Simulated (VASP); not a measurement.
# EuO (db) (Fm-3m) in VASP: single point with PBE

Aim: the single point of EuO (db) with PBE.

Everything below comes from runs of VASP 6.6.1. Logs are shortened: lines on timing, memory, paths and dates and some standing lists are left out, and cuts for length are marked.

**The experiment to reproduce.**

A printed reference work, monograph reports, for a bulk crystal of EuO at 300 K: band gap 1.115 eV (optical).

How close the calculation comes is told below.

**1. The structure**

It takes space group Fm-3m (No. 225, cubic). Conventional cell: a = 5.144 Å, b = 5.144 Å, c = 5.144 Å, α = 90.00°, β = 90.00°, γ = 90.00°. Eu (site symmetry m-3m) has 6 O at 2.57 Å as nearest neighbours. O (site symmetry m-3m) has 6 Eu at 2.57 Å as nearest neighbours.

**2. Single point, PBE, collinear spin, typed start**

INCAR reads:

```
SYSTEM = EuO
PREC = Accurate ; ENCUT = 520
EDIFF = 1E-6 ; ISMEAR = -1
SIGMA = 0.05 ; LREAL = .False.
LASPH = .True. ; NELM = 150
ALGO = Normal ; ISIF = 2
LWAVE = .False. ; LCHARG = .False.
ISPIN = 2 ; MAGMOM = 7.28 0
LORBIT = 11 ; LMAXMIX = 6
GGA = PE ; NBANDS = 22
```

KPOINTS reads:

```
Automatic mesh
0
Gamma
  14 14 14
  0 0 0
```

POSCAR reads:

```
EuO
1.0
    0.0000000000      2.5719500000      2.5719500000
    2.5719500000      0.0000000000      2.5719500000
    2.5719500000      2.5719500000      0.0000000000
Eu O
1 1
Direct
    0.0000000000      0.0000000000      0.0000000000
    0.5000000000      0.5000000000      0.5000000000
```

Potentials or basis: VASP PAW PBE potentials, release 64 (Eu, O).

Started as:

```
$ cat potpaw_PBE.64/Eu/POTCAR potpaw_PBE.64/O/POTCAR > POTCAR
$ mpirun -np 1 vasp_std > vasp.out
```

OUTCAR:

```text
SYSTEM = EuO
   PREC = Accurate
   ENCUT = 520
   EDIFF = 1E-6
   ISMEAR = -1
   LREAL = .False.
   LASPH = .True.
   NELM = 150
   ISIF = 2
   ISPIN = 2
   LORBIT = 11
   GGA = PE

 ion  position               nearest neighbor table
   1  0.000  0.000  0.000-   2 2.57   2 2.57   2 2.57   2 2.57   2 2.57   2 2.57
   2  0.500  0.500  0.500-   1 2.57   1 2.57   1 2.57   1 2.57   1 2.57   1 2.57

  LATTYP: Found a face centered cubic cell.
 ALAT       =     5.1439000000

  Lattice vectors:

 A1 = (   0.0000000000,   2.5719500000,   2.5719500000)
 A2 = (   2.5719500000,   0.0000000000,   2.5719500000)
 A3 = (   2.5719500000,   2.5719500000,   0.0000000000)

Analysis of symmetry for initial positions (statically):
=====================================================================
 Subroutine PRICEL returns:
 Original cell was already a primitive cell.

 Routine SETGRP: Setting up the symmetry group for a
 face centered cubic supercell.

 Subroutine GETGRP returns: Found 48 space group operations
 (whereof 48 operations were pure point group operations)
 out of a pool of 48 trial point group operations.

The static configuration has the point symmetry O_h .

Analysis of symmetry for dynamics (positions and initial velocities):
=====================================================================
 Subroutine PRICEL returns:
 Original cell was already a primitive cell.

 Routine SETGRP: Setting up the symmetry group for a
 face centered cubic supercell.

 Subroutine GETGRP returns: Found 48 space group operations
 (whereof 48 operations were pure point group operations)
 out of a pool of 48 trial point group operations.

The dynamic configuration has the point symmetry O_h .

Analysis of structural, dynamic, and magnetic symmetry:
=====================================================================
 Subroutine PRICEL returns:
 Original cell was already a primitive cell.

 Routine SETGRP: Setting up the symmetry group for a
 face centered cubic supercell.

 Subroutine GETGRP returns: Found 48 space group operations
 (whereof 48 operations were pure point group operations)
 out of a pool of 48 trial point group operations.

The overall configuration has the point symmetry O_h .

 Subroutine INISYM returns: Found 48 space group operations
 (whereof 48 operations are pure point group operations),
 and found     1 'primitive' translations

----------------------------------------------------------------------------------------

                                     Primitive cell

  volume of cell :      34.0265

  direct lattice vectors                    reciprocal lattice vectors
     0.000000000  2.571950000  2.571950000    -0.194405023  0.194405023  0.194405023
     2.571950000  0.000000000  2.571950000     0.194405023 -0.194405023  0.194405023
     2.571950000  2.571950000  0.000000000     0.194405023  0.194405023 -0.194405023

  length of vectors
     3.637286572  3.637286572  3.637286572     0.336719378  0.336719378  0.336719378

  position of ions in fractional coordinates (direct lattice)
     0.000000000  0.000000000  0.000000000
     0.500000000  0.500000000  0.500000000

  ion indices of the primitive-cell ions
   primitive index   ion index
                 1           1
                 2           2

----------------------------------------------------------------------------------------

 KPOINTS: Automatic mesh

Automatic generation of k-mesh.
 Grid dimensions read from file:
 generate k-points for:   14   14   14

 Generating k-lattice:

  Cartesian coordinates                     Fractional coordinates (reciprocal lattice)
    -0.013886073  0.013886073  0.013886073     0.071428571  0.000000000  0.000000000
     0.013886073 -0.013886073  0.013886073     0.000000000  0.071428571  0.000000000
     0.013886073  0.013886073 -0.013886073     0.000000000  0.000000000  0.071428571

  Length of vectors
     0.024051384  0.024051384  0.024051384

  Shift w.r.t. Gamma in fractional coordinates (k-lattice)
     0.000000000  0.000000000  0.000000000

 Subroutine IBZKPT returns following result:
 ===========================================

 Found    104 irreducible k-points:

 Following reciprocal coordinates:
            Coordinates               Weight
  0.000000  0.000000  0.000000      1.000000
  0.071429  0.000000  0.000000      8.000000
  0.142857  0.000000  0.000000      8.000000
  0.214286  0.000000  0.000000      8.000000
  0.285714  0.000000  0.000000      8.000000
  0.357143  0.000000  0.000000      8.000000
[... 16 lines left out ...]
  0.214286  0.142857  0.000000     24.000000
  0.285714  0.142857  0.000000     24.000000
 [... further k-points ...]
   k-points           NKPTS =    104   k-points in BZ     NKDIM =    104   number of bands    NBANDS=     22
   number of dos      NEDOS =    301   number of ions     NIONS =      2
   total plane-waves  NPLWV =  21952
   dimension x,y,z NGX =    28 NGY =   28 NGZ =   28
   dimension x,y,z NGXF=    56 NGYF=   56 NGZF=   56
   ions per type =               1   1
   NGX,Y,Z   is equivalent  to a cutoff of  12.80, 12.80, 12.80 a.u.
   NGXF,Y,Z  is equivalent  to a cutoff of  25.60, 25.60, 25.60 a.u.
 SYSTEM =  EuO
   PREC   = accura    normal or accurate (medium, high low for compatibility)
   ISTART =      0    job   : 0-new  1-cont  2-samecut
   ICHARG =      2    charge: 1-file 2-atom 10-const
   ISPIN  =      2    spin polarized calculation?
   LNONCOLLINEAR =      F non collinear calculations
   LSORBIT =      F    spin-orbit coupling
   LASPH  =      T    aspherical Exc in radial PAW
   ENCUT  =  520.0 eV  38.22 Ry    6.18 a.u.   6.76  6.76  6.76*2*pi/ulx,y,z
   NELM   =    150;   NELMIN=  2; NELMDL= -5     # of ELM steps
   EDIFF  = 0.1E-05   stopping-criterion for ELM
   LREAL  =      F    real-space projection
   EDIFFG = 0.1E-04   stopping-criterion for IOM
   NSW    =      0    number of steps for IOM
   IBRION =     -1    ionic relax: 0-MD 1-quasi-New 2-CG
   NFREE  =      0    steps in history (QN), initial steepest desc. (CG)
   ISIF   =      2    stress and relaxation
   ISYM   =      2    0-nonsym 1-usesym 2-fastsym
   POTIM  = 0.5000    time-step for ionic-motion
   TEBEG  =    0.0;   TEEND  =   0.0 temperature during run
   PSTRESS=    0.0 pullay stress
   NELECT =      23.0000    total number of electrons
   NUPDOWN=      -1.0000    fix difference up-down
   EMIN   =  10.00;   EMAX   =-10.00  energy-range for DOS
   EFERMI =   0.00;   METHOD = LEGACY
   ISMEAR =    -1;   SIGMA  =   0.05  broadening in eV -4-tet -1-fermi 0-gaus
   EFERMI_NEDOS =   21; number of points for ismear=-14 and -15
   IALGO  =     38    algorithm
   IMIX   =      4    mixing-type and parameters
     AMIX     =   0.40;   BMIX     =  1.00
     AMIX_MAG =   1.60;   BMIX_MAG =  1.00
  volume/ion in A,a.u.               =      17.01       114.81
  Fermi-wavevector in a.u.,A,eV,Ry     =   1.436740  2.715045 28.085452  2.064223
  Thomas-Fermi vector in A             =   2.555895
   LORBIT       =     11    0 simple, 1 ext, 2 COOP (PROOUT), +10 PAW based schemes
   GGA     = PE    functional components
   LHFCALC =     F    Hartree Fock is set to
   AEXX    =    0.0000 exact exchange contribution
   IVDW    =     0    specifies the selected vdW correction
   LEPSILON=     F    determine dielectric tensor
   LRPA    =     F    only Hartree local field effects (RPA)
 spin polarized calculation
  energy-cutoff  :      520.00
  volume of cell :       34.03
 maximum number of plane-waves:       941
   NGX = 13   NGY = 13   NGZ = 13

 number of electron      22.9999993 magnetization       6.9664396

 Free energy of the ion-electron system (eV)
  ---------------------------------------------------
  ext. energy  EPLUGINS =         0.00000000
  ---------------------------------------------------
  free energy    TOTEN  =       -22.02171024 eV

  energy without entropy =      -22.00974471  energy(sigma->0) =      -22.01572747

 E-fermi :   4.7261     XC(G=0): -10.8650

 val. band max:        4.7143469847   @ k =   0.0714   0.0714   0.0000
 cond. band min:       4.7280362349   @ k =  -0.4286   0.5000   0.0714
 fundamental gap:      0.0136892501
 Fermi energy:         4.7260583668

 spin component 1

 k-point     1 :       0.0000    0.0000    0.0000
  band No.  band energies     occupation
      1     -36.8312      1.00000
      2     -15.2307      1.00000
      3     -15.2307      1.00000
      4     -15.2307      1.00000
      5     -14.0332      1.00000
      6       0.8324      1.00000
[... 14 lines left out ...]
     21       8.5498      0.00000
     22      13.7507      0.00000
[... 552 lines left out ...]
  band No.  band energies     occupation
      1     -36.7768      1.00000
      2     -16.2291      1.00000
      3     -15.3532      1.00000
      4     -15.3368      1.00000
      5     -13.1683      1.00000
      6      -0.5326      1.00000
[... 14 lines left out ...]
     21      10.7767      0.00000
     22      17.0723      0.00000

 [... further k-points ...]

 spin component 2

 k-point     1 :       0.0000    0.0000    0.0000
  band No.  band energies     occupation
      1     -33.7796      1.00000
      2     -14.1150      1.00000
      3     -12.9320      1.00000
      4     -12.9320      1.00000
      5     -12.9320      1.00000
      6       0.9022      1.00000
[... 14 lines left out ...]
     21       9.6665      0.00000
     22      15.6807      0.00000
[... 552 lines left out ...]
  band No.  band energies     occupation
      1     -33.7093      1.00000
      2     -15.0320      1.00000
      3     -13.0796      1.00000
      4     -13.0586      1.00000
      5     -12.2251      1.00000
      6      -0.3569      1.00000
[... 14 lines left out ...]
     21      11.8351      0.00000
     22      18.7286      0.00000

 [... further k-points ...]

------------------------ aborting loop because EDIFF is reached ----------------------------------------

  FORCE on cell =-STRESS in cart. coord.  units (eV):
  Direction    XX          YY          ZZ          XY          YZ          ZX
  --------------------------------------------------------------------------------------
  -------------------------------------------------------------------------------------
  Total       -0.9173707     -0.9173707     -0.9173707     -0.0000000      0.0000000     -0.0000000
  in kB      -43.1954369    -43.1954369    -43.1954369     -0.0000000      0.0000000     -0.0000000
  external PRESSURE =     -43.1954369 kB  Pullay stress =       0.0000000 kB

 VOLUME and BASIS-vectors are now :
 -----------------------------------------------------------------------------
  energy-cutoff  :      520.00
  volume of cell :       34.03
      direct lattice vectors                 reciprocal lattice vectors
     0.000000000  2.571950000  2.571950000    -0.194405023  0.194405023  0.194405023
     2.571950000  0.000000000  2.571950000     0.194405023 -0.194405023  0.194405023
     2.571950000  2.571950000  0.000000000     0.194405023  0.194405023 -0.194405023

 POSITION                                       TOTAL-FORCE (eV/Angst)
 -----------------------------------------------------------------------------------
      0.00000      0.00000      0.00000         0.000000      0.000000      0.000000
      2.57195      2.57195      2.57195        -0.000000     -0.000000     -0.000000
 -----------------------------------------------------------------------------------
    total drift:                                0.000000      0.000000      0.000000

  FREE ENERGIE OF THE ION-ELECTRON SYSTEM (eV)
  ---------------------------------------------------
  free  energy   TOTEN  =       -22.0217102367 eV

  energy  without entropy=      -22.0097447104  energy(sigma->0) =      -22.01572747

 total charge

# of ion       s       p       d       f       tot
--------------------------------------------------
    1        2.031   5.764   0.390   6.615  14.800
    2        1.555   3.391   0.000   0.000   4.946
--------------------------------------------------
tot          3.586   9.155   0.390   6.615  19.746

 magnetization (x)

# of ion       s       p       d       f       tot
--------------------------------------------------
    1       -0.012  -0.107   0.141   6.564   6.586
    2       -0.004  -0.092   0.000   0.000  -0.096
--------------------------------------------------
tot         -0.016  -0.199   0.141   6.564   6.491
```

It took 2.1 min on 1 thread of Intel Xeon 6975P-C (Granite Rapids), shared host; peak memory 0.28 GiB.

What came out:

```
Free energy                                           : -22.0217 eV
Pressure                                              : -4.3 GPa
Band gap on the k mesh                                : none (metal or under the smearing width)
Net moment                                            : 6.97 μB per cell
Site moments                                          : Eu +6.59; O -0.10 μB
Valence electrons inside the program's atomic spheres : Eu 14.80; O 4.95
```

Caveat: spin-orbit coupling is left out, which moves the levels of the heavy elements; a cell with one magnetic atom can't hold antiferromagnetic order, which such compounds often take; without U or exact exchange the open f shell lies at the Fermi level, which spoils levels, moments and volumes.

**3. Comparison with measurements**

Step 2. Measured gap of EuO: 1.115 eV (optical; 300 K; a printed reference work, monograph). This calculation gives 0.00 eV (-1.11 eV). So large a miss can be the level of theory's own, or it may mean another phase, state or a wrong row. Spin-orbit coupling on Eu is left out. The value is that of PBE on a finite k mesh, which can miss the band edges, without temperature or zero-point motion. Semilocal functionals fall short of measured gaps as a rule. The run's magnetic order (collinear spin, typed start) needn't be the measured crystal's.
